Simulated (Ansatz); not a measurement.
Crystal: MgS.

```xyz
2
Lattice="0.0000 2.8331 2.8331 2.8331 0.0000 2.8331 2.8331 2.8331 0.0000" Properties=species:S:1:pos:R:3 pbc="T T T"
S     1.4166    1.4166    1.4166
Mg    0.0000    0.0000    0.0000
```

The cell comes from a database or a generator and needn't be the stable form of this composition.

Base run:

```yaml
Program: Ansatz 0.2.0
Functional: r2SCAN
Potentials_or_basis: Ansatz PAW
Cutoff: 500 eV
Density_cutoff: 2000 eV
k_mesh: 8 × 8 × 8
Occupations: fermi-dirac, width 0.05 eV
Spin: no spin polarisation
```

Its results: band gap on the k mesh 4.13 eV, direct.

**Question.** The run is repeated on the same cell with these changes: functional from r2SCAN to PBE0; cutoff from 500 eV to 420 eV; density cutoff from 2000 eV to 1680 eV; k mesh from 8 × 8 × 8 to 4 × 4 × 4. What comes out?

**Answer.** Band gap on the k mesh 5.22 eV, direct.

Several settings changed at once, so the effect can't be laid on one alone.

Caveats: some runs use coarse meshes.

Not every run made on this cell is shown here.
